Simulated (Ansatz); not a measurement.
## GaP: input, output and frames of a trajectory

Level of theory: DFT PBE, scalar-relativistic, plane waves, PAW in Ansatz 0.2.0. Cutoff 420 eV, shifted (0.5, 0.5, 0.5 steps) 2×2×2 k-points, Fermi–Dirac smearing of 0.026 eV. The mesh is coarse. No spin polarisation.

16 atoms, starting at 1.00 times the perfect crystal's volume (space group F-43m); Langevin thermostat at 300 K (friction 0.02 fs⁻¹), fixed cell; 162 steps of 3 fs. The run is short and not equilibrated.

The run converged.

Time: 14 min on 4 threads of Intel(R) Xeon(R) Processor @ 2.70GHz, with other jobs on the host, peak memory 0.93 GiB.

Command:
```bash
ansatz run input.yaml --threads 4 --pin off --max-ram 9216MiB --backend cpu --events-out ev --progress --plain --runs-dir out
```

Input:
```yaml
crystal:
  lattice:
    - [-5.5050736241, 0.0, 5.5050736241]
    - [-5.5050736241, -5.5050736241, 0.0]
    - [0.0, -5.5050736241, 5.5050736241]
  atoms:
    - { symbol: Ga, position: [0.0, 0.5, 0.5] }
    - { symbol: Ga, position: [0.0, 0.0, 0.5] }
    - { symbol: Ga, position: [0.0, 0.5, 0.0] }
    - { symbol: Ga, position: [0.0, 0.0, 0.0] }
    - { symbol: Ga, position: [0.5, 0.5, 0.5] }
    - { symbol: Ga, position: [0.5, 0.0, 0.5] }
    - { symbol: Ga, position: [0.5, 0.5, 0.0] }
    - { symbol: Ga, position: [0.5, 0.0, 0.0] }
    - { symbol: P, position: [0.375, 0.375, 0.375] }
    - { symbol: P, position: [0.375, 0.875, 0.375] }
    - { symbol: P, position: [0.375, 0.375, 0.875] }
    - { symbol: P, position: [0.375, 0.875, 0.875] }
    - { symbol: P, position: [0.875, 0.375, 0.375] }
    - { symbol: P, position: [0.875, 0.875, 0.375] }
    - { symbol: P, position: [0.875, 0.375, 0.875] }
    - { symbol: P, position: [0.875, 0.875, 0.875] }
basis:
  ecutwfc: 420
kpoints:
  mp_grid: { grid: [2, 2, 2], shift: [0.5, 0.5, 0.5] }
hamiltonian:
  xc: pbe
scf:
  occupations: { method: fermi_dirac, width: 0.0259 }
  lower_state_search: "off"
  convergence: { dr2_threshold: 1.0e-07 }
output:
  forces: true
  stress: true
md:
  timestep: 3.0
  n_steps: 162
  ensemble: nvt_langevin
  temperature: 300.0
  initial_velocities: maxwell_boltzmann
  seed: 8870
  friction: 0.02
```

Output (its end):
```
...
  k-point 2: bands = ["-7.9189", "-7.9087", "-7.8996", "-7.8930", "-7.8889", "-7.8712", "-7.8413", "-7.8213", "-7.8100", "-7.8024", "-7.7954", "-7.7878", "-7.7861", "-7.7816", "-7.7777", "-7.7723", "-7.7703", "-7.7677", "-7.7569", "-7.7549", "-7.7504", "-7.7440", "-7.7391", "-7.7370", "-7.7309", "-7.7269", "-7.7246", "-7.7221", "-7.7172", "-7.7097", "-7.7062", "-7.7032", "-7.6922", "-7.6901", "-7.6821", "-7.6777", "-7.6691", "-7.6640", "-7.6319", "-7.6247", "-4.8824", "-4.4143", "-3.9435", "-3.7614", "-3.5003", "-3.1095", "-2.9348", "-2.7030", "0.3487", "0.4003", "0.5164", "1.1495", "1.2497", "1.8129", "2.1627", "3.0278", "3.1419", "3.2181", "3.5267", "3.7715", "3.9245", "4.1581", "4.2417", "4.4244", "4.6874", "4.8098", "4.9058", "5.1382", "5.2142", "5.5853", "5.7906", "6.2209", "8.9414", "9.2637", "9.3372", "9.5366", "9.7126", "9.9181", "9.9651", "10.1012", "10.3067", "10.4834", "10.8636", "11.0269", "11.3661", "11.4488", "11.5571", "11.7242"]
  k-point 3: bands = ["-7.9214", "-7.9057", "-7.8989", "-7.8939", "-7.8843", "-7.8666", "-7.8546", "-7.8207", "-7.8058", "-7.8003", "-7.7983", "-7.7946", "-7.7858", "-7.7794", "-7.7764", "-7.7730", "-7.7680", "-7.7633", "-7.7582", "-7.7541", "-7.7478", "-7.7462", "-7.7431", "-7.7363", "-7.7308", "-7.7260", "-7.7229", "-7.7203", "-7.7167", "-7.7123", "-7.7076", "-7.7024", "-7.6954", "-7.6897", "-7.6793", "-7.6779", "-7.6706", "-7.6642", "-7.6319", "-7.6247", "-4.8775", "-4.4187", "-3.9684", "-3.7012", "-3.5516", "-3.1151", "-2.8501", "-2.7650", "0.3188", "0.4240", "0.5290", "1.0947", "1.2757", "1.7887", "2.2013", "3.0516", "3.1313", "3.2070", "3.5282", "3.8285", "3.9036", "4.1342", "4.2276", "4.4818", "4.6565", "4.8302", "5.0294", "5.0636", "5.1991", "5.5738", "5.7310", "6.1740", "8.9835", "9.2901", "9.3359", "9.5012", "9.7226", "9.8853", "10.0086", "10.0887", "10.2722", "10.5042", "10.8949", "11.0953", "11.3012", "11.4292", "11.6272", "11.7925"]
--- MD trajectory: 162 steps, t = 0.0 → 486.0 fs ---
  final state: T = 332.9 K   F+E_penalty+E_count = -36315.54947356 eV   E_kin = 0.688494 eV
```

Frames along the run (Å, eV/Å; dE is the potential energy from the first frame):

```xyz
16
Lattice="-5.505 0.000 5.505 -5.505 -5.505 0.000 0.000 -5.505 5.505" Properties=species:S:1:pos:R:3:forces:R:3 pbc="T T T" time_fs=0.00 dE_eV=0.0000 T_K=281
Ga   -2.753   -5.505    2.753    0.014    0.014   -0.014
Ga    0.000   -2.753    2.753    0.014    0.014   -0.014
Ga   -2.753   -2.753    0.000    0.014    0.014   -0.014
Ga    0.000    0.000    0.000    0.014    0.014   -0.014
Ga   -5.505   -5.505    5.505    0.014    0.014   -0.014
Ga   -2.753   -2.753    5.505    0.014    0.014   -0.014
Ga   -5.505   -2.753    2.753    0.014    0.014   -0.014
Ga   -2.753    0.000    2.753    0.014    0.014   -0.014
P    -4.129   -4.129    4.129   -0.014   -0.014    0.014
P    -6.881   -6.881    4.129   -0.014   -0.014    0.014
P    -4.129   -6.881    6.881   -0.014   -0.014    0.014
P    -6.881   -9.634    6.881   -0.014   -0.014    0.014
P    -6.881   -4.129    6.881   -0.014   -0.014    0.014
P    -9.634   -6.881    6.881   -0.014   -0.014    0.014
P    -6.881   -6.881    9.634   -0.014   -0.014    0.014
P    -9.634   -9.634    9.634   -0.014   -0.014    0.014
16
Lattice="-5.505 0.000 5.505 -5.505 -5.505 0.000 0.000 -5.505 5.505" Properties=species:S:1:pos:R:3:forces:R:3 pbc="T T T" time_fs=42.00 dE_eV=0.2957 T_K=228
Ga   -2.761   -5.502    2.753   -0.081    0.222   -0.467
Ga    0.022   -2.747    2.821   -0.100    0.192   -0.318
Ga   -2.584   -2.646   -0.031   -1.059   -0.211    0.226
Ga    0.009   -0.021    0.076   -0.191    0.246   -0.223
Ga   -5.590   -5.514    5.558    0.357   -0.647   -0.168
Ga   -2.800   -2.802    5.469    0.257    0.111   -0.114
Ga   -5.433   -2.795    2.776   -0.398    0.384   -0.490
Ga   -2.788    0.098    2.837   -0.239   -0.182   -0.651
P    -4.190   -4.193    4.156    0.278   -0.225    0.004
P    -6.958   -6.883    4.116    0.319    0.094    0.217
P    -4.119   -6.895    6.890    0.330    0.452    0.046
P    -6.884   -9.592    6.853   -0.117   -0.326    0.659
P    -6.851   -4.080    6.871   -0.280   -0.036    0.616
P    -9.614   -6.919    6.838   -0.090    0.030    0.805
P    -6.819   -6.805    9.576    0.293   -0.259    0.015
P    -9.681   -9.585    9.757    0.720    0.156   -0.157
16
Lattice="-5.505 0.000 5.505 -5.505 -5.505 0.000 0.000 -5.505 5.505" Properties=species:S:1:pos:R:3:forces:R:3 pbc="T T T" time_fs=81.00 dE_eV=0.4953 T_K=157
Ga   -2.809   -5.489    2.758   -0.099    0.127   -0.299
Ga    0.019   -2.731    2.905   -0.760    0.022    0.123
Ga   -2.625   -2.526    0.010   -0.206   -0.787    0.116
Ga    0.003    0.012    0.114    0.605   -0.304   -0.422
Ga   -5.588   -5.567    5.582   -0.447    0.526    0.239
Ga   -2.757   -2.852    5.470   -0.108    0.757    0.427
Ga   -5.456   -2.790    2.828    0.140    0.385   -0.308
Ga   -2.805    0.189    2.756   -0.129   -0.828   -0.031
P    -4.206   -4.211    4.213    0.254   -0.032   -0.150
P    -7.004   -6.788    4.171    0.176   -0.565   -0.301
P    -4.180   -6.836    6.911    0.800   -0.112    0.343
P    -6.832   -9.586    6.921   -0.307   -0.032   -0.141
P    -6.878   -4.081    7.005   -0.174    0.319   -0.642
P    -9.659   -6.989    6.990    0.288    0.527   -0.851
P    -6.783   -6.748    9.510   -0.129   -0.277    1.106
P    -9.604   -9.566    9.728    0.095    0.274    0.792
16
Lattice="-5.505 0.000 5.505 -5.505 -5.505 0.000 0.000 -5.505 5.505" Properties=species:S:1:pos:R:3:forces:R:3 pbc="T T T" time_fs=120.00 dE_eV=0.6383 T_K=209
Ga   -2.826   -5.504    2.705    0.294    0.299    0.377
Ga   -0.033   -2.669    2.955    0.083   -0.814   -0.418
Ga   -2.606   -2.531    0.005   -0.535   -0.734   -0.022
Ga    0.066   -0.042    0.175    0.065    0.726   -0.878
Ga   -5.674   -5.514    5.586    0.376   -0.437   -0.058
Ga   -2.793   -2.831    5.556   -0.094    0.122   -1.134
Ga   -5.471   -2.747    2.747   -0.035    0.017    0.916
Ga   -2.799    0.183    2.702   -0.470   -0.645    0.407
P    -4.229   -4.245    4.199    0.221    0.455   -0.272
P    -7.059   -6.810    4.113    0.298   -0.210    0.552
P    -4.122   -6.914    6.921   -0.176    1.201   -0.319
P    -6.859   -9.573    6.886    0.294   -0.271    0.113
P    -6.957   -4.056    6.890    0.541    0.212    0.913
P    -9.625   -6.985    6.903   -0.255   -0.006    0.884
P    -6.794   -6.723    9.648    0.075   -0.259   -0.656
P    -9.538   -9.575    9.808   -0.683    0.345   -0.403
16
Lattice="-5.505 0.000 5.505 -5.505 -5.505 0.000 0.000 -5.505 5.505" Properties=species:S:1:pos:R:3:forces:R:3 pbc="T T T" time_fs=162.00 dE_eV=0.8100 T_K=167
Ga   -2.823   -5.483    2.735    0.212    0.070    0.844
Ga   -0.025   -2.715    2.957   -1.262   -0.246   -0.138
Ga   -2.603   -2.692    0.001   -0.554    0.758    0.569
Ga    0.231   -0.023    0.152   -1.053   -0.236   -0.291
Ga   -5.721   -5.608    5.608    1.344    0.750    0.339
Ga   -2.800   -2.825    5.513    0.096   -0.076    0.465
Ga   -5.493   -2.726    2.858    0.193    0.034   -0.681
Ga   -2.819    0.213    2.761    0.191   -0.629    0.175
P    -4.180   -4.174    4.191   -0.634   -0.375    0.233
P    -7.008   -6.861    4.211   -0.571    0.159   -0.658
P    -4.135   -6.766    6.978    0.056   -0.810   -0.506
P    -6.835   -9.629    6.887    0.426    0.181    0.149
P    -6.918   -4.111    7.010    0.234    0.366   -0.404
P    -9.622   -7.052    7.131    0.325    0.704   -1.681
P    -6.830   -6.779    9.599    0.314    0.163    0.952
P    -9.642   -9.489    9.738    0.683   -0.812    0.635
16
Lattice="-5.505 0.000 5.505 -5.505 -5.505 0.000 0.000 -5.505 5.505" Properties=species:S:1:pos:R:3:forces:R:3 pbc="T T T" time_fs=204.00 dE_eV=0.5589 T_K=349
Ga   -2.776   -5.574    2.851   -0.006    0.548    0.090
Ga   -0.163   -2.869    2.942    0.926    0.755   -0.002
Ga   -2.684   -2.649    0.041    0.856   -0.188    0.096
Ga    0.158   -0.007    0.097   -0.631   -0.136    0.731
Ga   -5.513   -5.589    5.630   -0.411    0.396   -0.241
Ga   -2.800   -2.684    5.556    0.504   -0.603   -0.230
Ga   -5.412   -2.760    2.788   -0.343    0.170    0.380
Ga   -2.831    0.171    2.761    0.728   -0.297    0.041
P    -4.211   -4.193    4.235    0.787    0.285    0.021
P    -6.947   -6.781    4.153   -0.215   -0.385    0.188
P    -4.066   -6.877    6.921   -0.088    0.245    0.467
P    -6.770   -9.599    6.914   -0.832    0.196   -0.205
P    -6.895   -4.165    6.995   -0.422   -0.170   -0.460
P    -9.634   -6.935    7.002   -0.445   -0.509    0.621
P    -6.734   -6.754    9.703   -0.406   -1.020   -0.252
P    -9.595   -9.608    9.849   -0.001    0.713   -1.242
16
Lattice="-5.505 0.000 5.505 -5.505 -5.505 0.000 0.000 -5.505 5.505" Properties=species:S:1:pos:R:3:forces:R:3 pbc="T T T" time_fs=243.00 dE_eV=0.5401 T_K=306
Ga   -2.811   -5.555    2.896    0.276   -0.219   -0.285
Ga   -0.036   -2.852    2.905   -1.018    0.223   -0.013
Ga   -2.687   -2.632    0.007    0.194   -0.690    0.288
Ga    0.078    0.009    0.141   -0.398   -0.440    0.161
Ga   -5.466   -5.439    5.663   -0.584   -0.372   -0.155
Ga   -2.725   -2.707    5.491   -0.255   -0.071    1.124
Ga   -5.301   -2.700    2.737   -1.057   -0.641    0.637
Ga   -2.749    0.147    2.867    0.522   -0.448   -0.417
P    -4.115   -4.134    4.239   -0.016    0.183   -0.153
P    -6.907   -6.817    4.237    0.606    0.284   -0.348
P    -4.035   -6.864    6.935    0.379    1.190   -0.088
P    -6.825   -9.525    6.958   -0.007   -0.442   -0.239
P    -6.986   -4.158    6.976    0.338    0.220    0.157
P    -9.692   -7.021    7.124    0.504    0.789   -1.347
P    -6.802   -6.921    9.634    0.642    0.801    0.290
P    -9.610   -9.573    9.759   -0.126   -0.367    0.389
16
Lattice="-5.505 0.000 5.505 -5.505 -5.505 0.000 0.000 -5.505 5.505" Properties=species:S:1:pos:R:3:forces:R:3 pbc="T T T" time_fs=282.00 dE_eV=0.6165 T_K=332
Ga   -2.838   -5.587    2.885    0.226    0.293   -0.481
Ga    0.036   -2.735    2.822    0.218   -0.582   -0.116
Ga   -2.699   -2.697    0.046    0.594    0.268    0.064
Ga   -0.028    0.057    0.248   -0.155    0.439   -1.491
Ga   -5.539   -5.461    5.669    0.395    0.394   -0.234
Ga   -2.753   -2.686    5.504    0.007   -0.707   -0.094
Ga   -5.372   -2.680    2.749   -0.029    0.836   -0.402
Ga   -2.638    0.031    2.928    0.116    0.818    0.346
P    -4.162   -4.089    4.128    0.114   -0.383    0.899
P    -6.778   -6.912    4.216   -0.152    0.638    0.309
P    -3.901   -6.641    6.937   -1.122   -1.400   -0.353
P    -6.883   -9.515    6.998   -0.085    0.010    0.015
P    -6.924   -4.139    7.073   -0.240    0.181   -0.595
P    -9.671   -6.909    6.863    0.408    0.057    0.949
P    -6.768   -6.789    9.618   -0.169   -0.457    0.953
P    -9.602   -9.578    9.752   -0.125   -0.409    0.229
16
Lattice="-5.505 0.000 5.505 -5.505 -5.505 0.000 0.000 -5.505 5.505" Properties=species:S:1:pos:R:3:forces:R:3 pbc="T T T" time_fs=324.00 dE_eV=0.4723 T_K=304
Ga   -2.833   -5.563    2.859    0.611    0.532    0.084
Ga    0.108   -2.687    2.876   -0.369   -0.377    0.128
Ga   -2.540   -2.685    0.032   -0.662   -0.488    0.559
Ga   -0.115    0.184    0.231    0.496   -0.281   -0.176
Ga   -5.510   -5.451    5.683    0.661   -0.092    0.222
Ga   -2.830   -2.775    5.489    0.404    0.637    0.563
Ga   -5.398   -2.606    2.738   -0.299   -0.179    0.602
Ga   -2.652    0.032    2.976   -0.518    0.122    0.126
P    -4.175   -4.108    4.218   -0.408   -0.366   -0.707
P    -6.784   -6.873    4.359   -0.393   -0.136   -0.852
P    -3.961   -6.826    6.953    0.135    0.433   -0.046
P    -6.995   -9.448    7.052    0.352   -0.382    0.199
P    -6.845   -4.133    7.041   -0.239    0.469    0.397
P    -9.637   -6.851    6.921   -0.434    0.164   -0.116
P    -6.785   -6.765    9.742    0.124    0.103   -0.519
P    -9.633   -9.566    9.865    0.541   -0.157   -0.464
16
Lattice="-5.505 0.000 5.505 -5.505 -5.505 0.000 0.000 -5.505 5.505" Properties=species:S:1:pos:R:3:forces:R:3 pbc="T T T" time_fs=366.00 dE_eV=0.6121 T_K=272
Ga   -2.788   -5.444    2.866    0.361   -0.207   -0.671
Ga   -0.002   -2.781    2.940   -0.099    1.142    0.008
Ga   -2.593   -2.711    0.066    0.171    0.170   -0.707
Ga   -0.193    0.170    0.202    1.190   -1.030   -0.198
Ga   -5.401   -5.432    5.655   -0.506   -0.236   -0.422
Ga   -2.821   -2.803    5.545   -0.127    1.111    0.740
Ga   -5.439   -2.652    2.700    0.148    0.316    0.135
Ga   -2.814    0.049    2.986    0.027    0.010   -0.231
P    -4.172   -4.069    4.127   -0.088   -0.042    0.397
P    -6.959   -6.786    4.313    0.935   -0.723    0.173
P    -3.926   -6.830    6.887   -0.786    0.280    0.530
P    -6.988   -9.543    7.101   -0.341    0.139   -0.351
P    -6.817   -4.057    6.981   -0.102   -0.588    0.375
P    -9.692   -6.826    7.064   -0.288   -0.221   -0.777
P    -6.782   -6.777    9.605   -0.288    0.009    0.776
P    -9.648   -9.572    9.849   -0.204   -0.129    0.223
16
Lattice="-5.505 0.000 5.505 -5.505 -5.505 0.000 0.000 -5.505 5.505" Properties=species:S:1:pos:R:3:forces:R:3 pbc="T T T" time_fs=405.00 dE_eV=0.4977 T_K=317
Ga   -2.772   -5.357    2.854   -0.506   -0.313    0.255
Ga   -0.102   -2.614    2.968    1.099   -0.480   -0.397
Ga   -2.599   -2.652    0.026   -0.585   -0.550    0.222
Ga   -0.036    0.099    0.087    0.064   -0.419    0.837
Ga   -5.453   -5.350    5.607    0.047   -0.005    0.386
Ga   -2.785   -2.694    5.601   -0.172    0.328    0.231
Ga   -5.505   -2.545    2.609   -0.189   -0.513    1.100
Ga   -2.842    0.048    2.903    1.047    0.428    0.386
P    -4.212   -3.942    4.168    0.278   -0.094   -0.161
P    -6.865   -6.757    4.306   -0.651    0.249    0.344
P    -3.971   -6.790    6.961   -0.703    0.135   -1.237
P    -6.932   -9.557    7.012   -0.123   -0.201   -0.357
P    -6.889   -4.013    7.063    0.468   -0.056   -0.604
P    -9.664   -6.803    7.046   -0.134   -0.029   -0.237
P    -6.843   -6.768    9.677    0.046    0.220   -0.496
P    -9.643   -9.629    9.802    0.013    1.300   -0.272
16
Lattice="-5.505 0.000 5.505 -5.505 -5.505 0.000 0.000 -5.505 5.505" Properties=species:S:1:pos:R:3:forces:R:3 pbc="T T T" time_fs=444.00 dE_eV=0.7798 T_K=320
Ga   -2.810   -5.373    2.790    0.942    0.943    0.437
Ga    0.017   -2.564    2.998   -0.502    0.238   -0.798
Ga   -2.768   -2.726   -0.021    0.552    1.071   -0.141
Ga    0.066    0.041   -0.002   -0.313    0.155    0.268
Ga   -5.485   -5.205    5.632   -0.597    0.346   -1.302
Ga   -2.781   -2.640    5.625   -0.298   -0.778    0.206
Ga   -5.495   -2.451    2.604   -0.090   -0.903    0.087
Ga   -2.728    0.003    2.848   -0.048    0.546   -0.814
P    -4.163   -3.884    4.086   -0.113   -0.002    0.184
P    -6.963   -6.773    4.350    0.929    0.684   -0.311
P    -4.108   -6.668    6.669    0.653   -0.444    1.552
P    -6.838   -9.622    6.857   -0.313    0.563    0.685
P    -6.876   -3.845    6.925    0.083   -0.677    1.188
P    -9.621   -6.725    7.018   -0.500   -0.825   -0.416
P    -6.857   -6.761    9.636   -0.381   -0.031   -0.261
P    -9.621   -9.526    9.693   -0.003   -0.885   -0.562
16
Lattice="-5.505 0.000 5.505 -5.505 -5.505 0.000 0.000 -5.505 5.505" Properties=species:S:1:pos:R:3:forces:R:3 pbc="T T T" time_fs=486.00 dE_eV=0.9125 T_K=333
Ga   -2.730   -5.308    2.685   -0.773   -0.324    0.482
Ga    0.056   -2.519    2.943   -0.507   -0.382    1.273
Ga   -2.815   -2.641   -0.010    0.714   -0.169   -0.127
Ga    0.053    0.032   -0.071   -0.480    0.030    0.592
Ga   -5.558   -5.057    5.473   -0.108   -0.437    0.059
Ga   -2.850   -2.726    5.669    0.520    0.101   -0.920
Ga   -5.505   -2.395    2.593   -0.133   -0.715    0.182
Ga   -2.647    0.037    2.636   -0.466   -0.206    0.776
P    -4.160   -3.812    3.984    0.108   -0.440    0.426
P    -7.007   -6.644    4.328    0.877   -0.658   -0.239
P    -4.124   -6.634    6.715   -0.285    0.384   -0.163
P    -6.853   -9.561    6.915    0.819    0.433   -0.791
P    -6.873   -3.826    7.112    0.103    0.165   -1.582
P    -9.672   -6.853    6.970    0.185    1.209   -0.236
P    -6.919   -6.722    9.542   -0.206   -0.180    0.632
P    -9.523   -9.696    9.649   -0.368    1.189   -0.365
```